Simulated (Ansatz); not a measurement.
The cell is COD entry 9008695, as deposited and not checked against the literature; nothing was relaxed.

A run of Ansatz 0.2.0 printed the following.

```
Pb: projections on atomic orbitals take those of the free atom 1s2 2s2 2p6 3s2 3p6 3d10 4s2 4p6 4d10 4f14 5s2 5p6 5d10 6s2 6p2, of charge +0.00 (hamiltonian.pseudopotentials.projection_atoms)
Se: projections on atomic orbitals take those of the free atom 1s2 2s2 2p6 3s2 3p6 3d10 4s2 4p4, of charge +0.00 (hamiltonian.pseudopotentials.projection_atoms)
LAPW: plane waves up to 7.605 Å⁻¹, error target 2.5e-4 eV per atom; small_component_spin mean_spin; Se in spheres of 1.450 Å, 24 of its electrons in bands, Dirac shells []; Pb in spheres of 1.613 Å, 36 of its electrons in bands, Dirac shells []
Engine: ansatz 0.2.0
Pseudopotentials: kind: all_electron
Pseudopotential: Pb, LAPW, valence charge 36, Koelling and Harmon's equation, gaussian nucleus
Pseudopotential: Se, LAPW, valence charge 24, Koelling and Harmon's equation, gaussian nucleus
Functional definition: PBEsol
  exchange = pbesol_x
  correlation = pbesol_c
Crystal: 2 atoms, lattice volume = 57.426 Å³
Basis set: ecut = 220.36617636942677 eV, 411 PW (Γ), exchange–correlation at level 2
Bands: 36, of which v1, the nominal top of the filled ones, is band 30 counted from 1 (29 counted from 0)
Symmetry: 48 space group operations
Space group: Fm-3m (ITA 225), of the structure as read, at distance tolerance 3.9e-5 Å
k-points: 35 of 729
Non-local potential: Pb, projectors of the file, none
Non-local potential: Se, projectors of the file, none
Initial density: superposition of atomic densities (chi_scale 0.1, normalization cell, long waves kept (reshape's long-wave potential 0.00 eV rms))
Initial wavefunctions: plane waves of lowest kinetic energy (no species holds an atomic orbital)
Functional: x = pbesol(κ = 0.804, μ = 0.12345679012345678), c = pbesol(β = 0.046)
iter 1 solved again at ethr=1.25e-3 eV; its pass at ethr=1.00e-1 eV (dr2=7.48e-1 eV) is discarded
SCF iter   1: F=—  HF=-633997.301176 eV  |F-HF|=—  |Δ(HF+E_count)|=         —  Δρ=2.33e-2  dr2=7.48e-1  ethr=1.25e-3  ⟨swp⟩=2.1  Hψ=7748  notcnv=0
preconditioner: auto → none  [insulator: Δε(μ)=0.848 eV  Ē_g=16.789 eV  σ=0.010 eV  W_gap=1.00  n_scr=14 (ndim 8)  ℏωp=21.9 eV  f_vac=0.120  D(μ)=0.00/eV (n_scr^D=0)  ε∞_Penn≈2.7]
iter 2 solved again at ethr=2.99e-5 eV; its pass at ethr=1.25e-3 eV (dr2=1.80e-2 eV) is discarded
SCF iter   2: F=—  HF=-633997.069842 eV  |F-HF|=—  |Δ(HF+E_count)|=   2.31e-1  Δρ=5.29e-3  dr2=1.80e-2  ethr=2.99e-5  ⟨swp⟩=2.2  Hψ=6777  notcnv=0
SCF iter   3: F=—  HF=-633997.036612 eV  |F-HF|=—  |Δ(HF+E_count)|=   3.32e-2  Δρ=3.14e-3  dr2=9.79e-3  ethr=2.99e-5  ⟨swp⟩=2.8  Hψ=4024  notcnv=0
SCF iter   4: F=—  HF=-633997.036482 eV  |F-HF|=—  |Δ(HF+E_count)|=   1.30e-4  Δρ=7.85e-4  dr2=4.76e-4  ethr=1.63e-5  ⟨swp⟩=2.0  Hψ=3955  notcnv=0
SCF iter   5: F=—  HF=-633997.036507 eV  |F-HF|=—  |Δ(HF+E_count)|=   2.56e-5  Δρ=9.78e-5  dr2=5.19e-6  ethr=7.93e-7  ⟨swp⟩=2.0  Hψ=3745  notcnv=0
SCF iter   6: F=—  HF=-633997.036512 eV  |F-HF|=—  |Δ(HF+E_count)|=   4.63e-6  Δρ=1.67e-5  dr2=3.16e-7  ethr=8.65e-9  ⟨swp⟩=2.8  Hψ=3818  notcnv=0
SCF iter   7: F=-633997.036512 eV  HF=-633997.036512 eV  |F-HF|=2.39e-8  |Δ(HF+E_count)|=   2.68e-7  Δρ=5.75e-6  dr2=3.99e-8  ethr=5.27e-10  ⟨swp⟩=2.0  Hψ=3745  notcnv=0
SCF 1 converged in 7 iterations: F = -633997.036512 eV  dr2 = 3.99e-8
NSCF: frozen V_eff on 99 k-points
SCF converged after 7 iterations
Free energy (F): -633997.036512 eV
Harris-Foulkes:  -633997.036512 eV  (|F-HF|=2.39e-8)
Internal energy: -633997.036512 eV  (E = F + TS)
E sigma→0 (E₀):  -633997.036512 eV
Fermi energy:    11.697103 eV
--- Per-component energies (eV) ---
  E_band       = -3862.273269
  E_kinetic    = 722373.292411
  E_xc         = -12777.450487
  E_electrostatic = -1343592.878436  (all electrons and nuclei)
  E_smearing   = -0.000000  (= −TS)
  E_closure    = 0.000000  (closes the sum)
  E_atoms      = -633988.145556  (free atoms, spherical and without spin; not in F)
  Σ components = -633997.036512   (vs F -633997.036512, Δ=0.00e0)
  Basis errors (estimates in eV, not in F): energy 9.5e-5 per atom: plane waves 8.4e-5 (4.6e-5 summed), levels above the bands 0.0e0, relativity 4.5e-9, radial functions 1.1e-5, core shells 1.7e-8; eigenvalues (radial functions only) 8.7e-7; not estimated: angular momenta, meshes, grids; target (lapw.basis_error) 2.5e-4; muffin-tin radii Se 1.450 Å, Pb 1.613 Å
--- Forces (eV/Å), atoms counted from 1 ---
  atom   1  Pb     0.00000000    -0.00000000    -0.00000000
  atom   2  Se     0.00000000    -0.00000000     0.00000000
  max |Σ_I F_I| component: 9.70e-31 eV/Å
--- Stress (GPa, compression-positive) ---
       -0.576103      -0.000000      -0.000000
       -0.000000      -0.576103      -0.000000
       -0.000000      -0.000000      -0.576103
  P = ⅓ Tr σ = -0.5761 GPa (-5.761 kbar)
--- Band table (eV; the first three rows and the last of 35) ---
  k-point 0: bands = ["-195.5978", "-135.2620", "-135.2620", "-135.2620", "-127.8899", "-116.9398", "-116.9374", "-116.9374", "-116.9374", "-116.9355", "-116.9355", "-116.9355", "-69.6804", "-69.6804", "-69.6804", "-35.6955", "-35.6955", "-35.6931", "-35.6931", "-35.6931", "-5.1913", "-5.1913", "-5.1913", "-5.1906", "-5.1906", "-2.0263", "5.2455", "9.7048", "9.7048", "9.7048", "16.2473", "16.2473", "16.2473", "18.0282", "18.0282", "18.0282"]
  k-point 1: bands = ["-195.5978", "-135.2620", "-135.2620", "-135.2620", "-127.8899", "-116.9398", "-116.9374", "-116.9374", "-116.9374", "-116.9355", "-116.9355", "-116.9355", "-69.6804", "-69.6804", "-69.6804", "-35.6955", "-35.6955", "-35.6931", "-35.6931", "-35.6931", "-5.1936", "-5.1936", "-5.1909", "-5.1873", "-5.1873", "-1.9323", "4.9310", "9.7371", "9.7371", "9.9242", "15.3385", "15.6897", "15.6897", "17.8351", "18.3069", "18.3069"]
  k-point 2: bands = ["-195.5978", "-135.2620", "-135.2620", "-135.2620", "-127.8899", "-116.9398", "-116.9374", "-116.9374", "-116.9374", "-116.9355", "-116.9355", "-116.9355", "-69.6804", "-69.6804", "-69.6804", "-35.6955", "-35.6955", "-35.6931", "-35.6931", "-35.6931", "-5.2009", "-5.2009", "-5.1898", "-5.1774", "-5.1774", "-1.6683", "4.1965", "9.8328", "9.8328", "10.3937", "13.9802", "14.6895", "14.6895", "17.8820", "19.0087", "19.0087"]
  k-point 34: bands = ["-195.5978", "-135.2620", "-135.2620", "-135.2620", "-127.8899", "-116.9398", "-116.9374", "-116.9374", "-116.9374", "-116.9355", "-116.9355", "-116.9355", "-69.6804", "-69.6804", "-69.6804", "-35.6955", "-35.6954", "-35.6931", "-35.6931", "-35.6930", "-5.2810", "-5.1916", "-5.1841", "-5.1724", "-5.1474", "-0.5884", "3.5042", "7.4013", "7.5140", "10.6755", "13.4821", "16.2464", "16.4888", "18.7852", "19.6276", "23.3318"]
--- Löwdin populations: 2 sites ---
  site symbol       q [e]
     0     Pb     81.6445
     1     Se     34.3138
  spilling = 0.000359 (of n_electrons = 116.000000)
```

The cell and starting positions:

```
CELL_PARAMETERS angstrom
0.00000 3.06215 3.06215
3.06215 0.00000 3.06215
3.06215 3.06215 0.00000
ATOMIC_POSITIONS crystal
Pb 0.00000 0.00000 0.00000
Se 0.50000 0.50000 0.50000
```

Parts of the input that the log doesn't repeat:

```yaml
  band_path:
    path:
      - [0.0, 0.0, 0.0]
      - [0.5, 0.0, 0.5]
      - [0.625, 0.25, 0.625]
      - [0.375, 0.375, 0.75]
      - [0.0, 0.0, 0.0]
      - [0.5, 0.5, 0.5]
      - [0.5, 0.25, 0.75]
      - [0.5, 0.0, 0.5]
    npoints: 14
output:
  forces: true
  stress: true
  eigenvalues: true
  fatbands: true
  populations: true
  dos: { projected: true, de: 0.2, e_range: [-14, 8] }
```

Task: Write the input that produced this log.

Result: 
```yaml
crystal:
  lattice:
    - [0.0, 3.06215, 3.06215]
    - [3.06215, 0.0, 3.06215]
    - [3.06215, 3.06215, 0.0]
  atoms:
    - { symbol: Pb, position: [0.0, 0.0, 0.0] }
    - { symbol: Se, position: [0.5, 0.5, 0.5] }
kpoints:
  mp_grid: { grid: [9, 9, 9] }
  band_path:
    path:
      - [0.0, 0.0, 0.0]
      - [0.5, 0.0, 0.5]
      - [0.625, 0.25, 0.625]
      - [0.375, 0.375, 0.75]
      - [0.0, 0.0, 0.0]
      - [0.5, 0.5, 0.5]
      - [0.5, 0.25, 0.75]
      - [0.5, 0.0, 0.5]
    npoints: 14
scf:
  occupations: { method: fermi_dirac, width: 0.01 }
hamiltonian:
  xc: pbesol
  pseudopotentials: { kind: all_electron, lapw: { basis_error: 0.00025 } }
output:
  forces: true
  stress: true
  eigenvalues: true
  fatbands: true
  populations: true
  dos: { projected: true, de: 0.2, e_range: [-14, 8] }
```
This is the input that was run; digits and keys that the log doesn't show could differ in an equivalent one.
